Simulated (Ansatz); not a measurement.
Input for Ansatz (plane-wave DFT), KF:

```yaml
crystal:
  lattice:
    - [3.258955, 0.0, 0.0]
    - [0.0, 3.258955, 0.0]
    - [0.0, 0.0, 3.258955]
  atoms:
    - { symbol: K, position: [0.0, 0.0, 0.0] }
    - { symbol: F, position: [0.5, 0.5, 0.5], spin: 0.1 }
basis:
  ecutwfc: 420
kpoints:
  mp_grid: { grid: [8, 8, 8] }
hamiltonian:
  xc: pbe
scf:
  occupations: { method: gaussian, width: 0.1 }
  lower_state_search: "off"
output:
  forces: true
  stress: true
  eigenvalues: true
  populations: true
magnetization:
  spin_polarized: true
```

Command:

```bash
ansatz run input.yaml --threads 1 --pin off --max-ram 1331MiB --backend cpu --events-out ev --progress --plain --runs-dir out
```

Output, shortened (HF is the Harris–Foulkes energy, dr2 the density residual in eV):

```text
Pseudopotential: K, paw, valence charge 9, recommended cutoff 420 eV (normal)
Pseudopotential: F, paw, valence charge 7, recommended cutoff 420 eV (normal)
Crystal: 2 atoms, lattice volume = 34.613 Å³
Basis set: ecut = 420 eV, 691 PW (Γ), exchange–correlation on 48×48×48 points (8 copies of the dense FFT grid, shifted against one another)
Bands: 13, of which v1, the nominal top of the filled ones, is band 8 counted from 1 (7 counted from 0)
Symmetry: 48 space group operations
Space group: Pm-3m (ITA 221), of the structure as read, at distance tolerance 3.3e-5 Å
k-points: 35 of 512
Initial density: superposition of atomic densities
Starting moments: Σ|m| = 0.1 μB on 1 of 2 sites
SCF iter   1: HF=-2351.877907 eV  Δρ=1.09e-1 (↑1.09e-1 ↓1.00e-1) dr2=1.34e1  dr2_m=8.08e-3  M=0.000 μB ∫|m|=0.034 μB
SCF iter   2: HF=-2348.713149 eV  Δρ=2.91e-2 (↑2.27e-2 ↓2.91e-2) dr2=6.05e-1  dr2_m=5.70e-3  M=0.000 μB ∫|m|=0.015 μB
SCF iter   3: HF=-2348.586585 eV  Δρ=1.12e-2 (↑8.64e-3 ↓1.12e-2) dr2=1.08e-1  dr2_m=3.08e-3  M=0.000 μB ∫|m|=0.012 μB
SCF iter   4: HF=-2348.587602 eV  Δρ=5.10e-3 (↑5.10e-3 ↓3.36e-3) dr2=8.35e-3  dr2_m=1.71e-3  M=0.000 μB ∫|m|=0.009 μB
   ...
SCF iter  10: F=-2348.597092 eV  HF=-2348.597092 eV  Δρ=8.70e-6 (↑3.58e-6 ↓8.70e-6) dr2=9.76e-9  dr2_m=9.42e-9  M=0.000 μB ∫|m|=0.000 μB
SCF iter  11: F=-2348.597092 eV  HF=-2348.597092 eV  Δρ=7.59e-7 (↑7.59e-7 ↓6.92e-7) dr2=1.69e-10  dr2_m=1.00e-10  M=0.000 μB ∫|m|=0.000 μB
SCF iter  12: F=-2348.597092 eV  HF=-2348.597092 eV  Δρ=1.75e-7 (↑1.75e-7 ↓1.23e-7) dr2=2.05e-11  dr2_m=1.08e-12  M=0.000 μB ∫|m|=0.000 μB
WARN: the starting moments were not kept: the SCF closed with an absolute magnetisation of 1.7e-7 μB, where they sum to 0.1 μB in size (1 site). That is at most 0.1 of that sum. Measured as dr2_m measures the in/out step, that magnetisation stands 1.9e-14 eV from none, at or under the dr2_threshold of 1.0e-7 eV: it is no larger than a step whose dr2_m would equal this threshold. The system may hold no moment …
SCF 1 converged in 12 iterations: F = -2348.597092 eV  dr2 = 2.05e-11
SCF converged after 12 iterations
Magnetization: 0.0000 μB (8.0000 up, 8.0000 down)
Absolute magnetization: 0.0000 μB (∫|ρ↑−ρ↓|, with the PAW one-centre terms)
Per-site moments (μB) at R_I (Å): [(7.9426e-10, 1.1642), (-2.7156e-8, 1.1642)]
Free energy (F): -2348.597092 eV
E sigma→0 (E₀):  -2348.597092 eV
Fermi energy:    5.804530 eV
--- Forces (eV/Å), atoms counted from 1 ---
  atom   1  K     -0.00000000     0.00000000     0.00000000
  atom   2  F      0.00000000    -0.00000000    -0.00000000
--- Stress (GPa, compression-positive) ---
       -0.004400       0.000000       0.000000
        0.000000      -0.004400       0.000000
        0.000000       0.000000      -0.004400
  P = ⅓ Tr σ = -0.0044 GPa (-0.044 kbar)
```

The inputs are trials, many of them unsound on purpose. Their numbers show the effect of the settings and aren't properties of the material. The starting moments weren't kept.